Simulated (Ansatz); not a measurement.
In doubt: masses and optical values from hybrid runs of this build are listed as unsure (in some of the runs), which bears on the screening that GW takes from such a start.

The crystal is RbCl (Fm-3m).

```xyz
2
Lattice="0.0000 3.2895 3.2895 3.2895 0.0000 3.2895 3.2895 3.2895 0.0000" Properties=species:S:1:pos:R:3 pbc="T T T"
Rb    0.0000    0.0000    0.0000
Cl    3.2895    3.2895    3.2895
```

The cell and positions come from the Crystallography Open Database and are kept as given unless a step says otherwise.

Gaps computed with Ansatz 0.2.0 without a self-energy: HSE06 6.30 eV, PBE0 7.04 eV and LDA 4.55 eV.

Question: What gap should G0W0 on HSE06 give (4×4×4 mesh, 212 empty bands, screening to 120 eV, PAW set soft_1 files)?

About 8.21 eV: on its mesh the run moves the gap from 6.30 eV by +1.91 eV. Among the scalar-relativistic levels given, PBE0 is nearest (−1.17 eV). Bands and cutoff are finite, so the gap is not at the basis limit. The miss can reach some tenths of an eV and take either sign; the mesh is an error of its own. The many-body steps are scalar-relativistic: spin-orbit coupling is not in them.

[Paths, hosts, dates, memory and timing lines, banners, echoed tables and standing remarks are left out of the program output.]

[Logs are printed without paths, hosts, clocks, repeated set-up lines and the standing remarks that a program may print on its own settings, such as how far it seeks lower states.]

[Runs of the session that timed out or met a known fault of the program may be left out.]

[Cells called generated may have been cut or substituted from an entry of the Crystallography Open Database or the Materials Project.]

[Hosts, paths, dates, database ids (printed as entryN), source tags and the programs' standing remarks are cut or masked in the printed files.]
